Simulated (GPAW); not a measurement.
Crystal: Ag.

```xyz
2
Lattice="2.9300 0.0000 0.0000 -1.4650 2.5375 0.0000 0.0000 0.0000 4.7900" Properties=species:S:1:pos:R:3 pbc="T T T"
Ag    1.4650    0.8458    3.5925
Ag    0.0000    1.6916    1.1975
```

This isn't the form of Ag at room conditions, which is fcc.

```yaml
Program: GPAW 26.7.0
Task: relaxation of cell and atoms
Functional: PBEsol
Potentials_or_basis: PAW data sets generated in the run's folder for this functional
Cutoff: 600 eV
Basis: pw
k_mesh: 8 × 8 × 4
Occupations: fermi-dirac, width 0.05 eV
Spin: no spin polarisation
```

At the start: pressure -5.9 GPa; volume 17.81 Å³/atom.

Q: How do energy, volume and symmetry change on relaxing?

A: Over 6 steps the energy falls by 21.2 meV/atom and the volume is 16.77 Å³/atom (-5.8 %); space group P6_3/mmc (No. 194, to 0.05 Å).

Step by step:
| step | energy change (eV) | largest force (eV/Å) | pressure (GPa) | volume (Å³) |
| --- | --- | --- | --- | --- |
| 1 | 0.0000 | 0.0000 | -5.93 | 35.61 |
| 2 | -0.0168 | 0.0000 | -4.73 | 35.11 |
| 3 | -0.0412 | 0.0000 | 0.73 | 33.32 |
| 4 | -0.0418 | 0.0000 | 0.00 | 33.53 |
| 5 | -0.0419 | 0.0000 | -0.01 | 33.53 |
| 6 | -0.0424 | 0.0000 | -0.01 | 33.53 |

Final structure:
```yaml
crystal:
  lattice:
    - [2.88726, 0.00000, 0.00000]
    - [-1.44363, 2.50044, 0.00000]
    - [0.00000, 0.00000, 4.64445]
  atoms:
    - { symbol: Ag, position: [0.66667, 0.33333, 0.75000] }
    - { symbol: Ag, position: [0.33333, 0.66667, 0.25000] }
```

Caveat: later steps reuse the first step's grids.
